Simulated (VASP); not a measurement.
KBr:

```
K Br
1.0
     0.00000    3.30000    3.30000
     3.30000    0.00000    3.30000
     3.30000    3.30000    0.00000
K Br
1 1
Direct
  0.00000 0.00000 0.00000
  0.50000 0.50000 0.50000
```

* Program: VASP 6.6.1
* Task: relaxation of cell and atoms
* Functional: LDA
* Potentials or basis: VASP PAW LDA potentials, release 64 (K_sv, Br)
* Cutoff: 600 eV
* k mesh: 8 × 8 × 8
* Occupations: gaussian, width 0.03 eV
* Spin: no spin polarisation

At the start: pressure -1.6 GPa; volume 35.94 Å³/atom.

Question: Where does the relaxation end?

Answer: Over 4 steps the energy falls by 18.8 meV/atom and the volume is 32.49 Å³/atom (-9.6 %); space group Fm-3m (No. 225, to 0.05 Å).

The path:
| step | energy change (eV) | largest force (eV/Å) | pressure (GPa) | volume (Å³) |
| --- | --- | --- | --- | --- |
| 1 | 0.0000 | 0.0000 | -1.59 | 71.87 |
| 2 | -0.0284 | 0.0000 | -0.87 | 68.23 |
| 3 | -0.0375 | 0.0000 | -0.07 | 65.22 |
| 4 | -0.0376 | 0.0000 | 0.01 | 64.98 |

Final structure:
```
CELL_PARAMETERS angstrom
0.00000 3.19091 3.19091
3.19091 0.00000 3.19091
3.19091 3.19091 0.00000
ATOMIC_POSITIONS crystal
K 0.00000 0.00000 0.00000
Br 0.50000 0.50000 0.50000
```
